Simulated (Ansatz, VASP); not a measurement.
# Pt in VASP and in Ansatz

```
Pt
1.0
     2.72989    0.00000    0.00000
    -1.36494    2.36415    0.00000
     0.00000    0.00000    4.72850
Pt
2
Direct
  0.66667 0.33333 0.75000
  0.33333 0.66667 0.25000
```

This isn't the form of Pt at room conditions, which is fcc.

Alike in both runs: functional PBE; dispersion D3(BJ); k mesh 9 × 9 × 4; occupations gaussian, width 0.1 eV; no spin polarisation.

Ansatz relaxed the structure, and its values are those at the end. VASP's run is a single point on that final structure, the one shown.

|  | VASP | Ansatz |
| --- | --- | --- |
| version | VASP 6.6.1 | Ansatz 0.2.0 |
| potentials or method | VASP PAW PBE potentials, release 64 (Pt) | scalar-relativistic, plane waves, PAW |
| plane-wave cutoff (eV) | 520 | 420 |
| valence electrons in the cell | 20 | 36 |

VASP gave:

```
gap on the k mesh at the Fermi level (eV) : none
pressure (GPa)                            : -0.4
```

Question: What did Ansatz give for the same quantities?

Answer: gap on the k mesh at the Fermi level (eV): none; pressure (GPa): 0.1.

A gap of «none» marks a metal or a gap that the smearing closes. The two sets of potentials don't hold the same shells in valence.

Caveats: pairwise dispersion overbinds metals, which lowers pressure and volume. Spin-orbit coupling is left out, which matters for the levels of Pt.
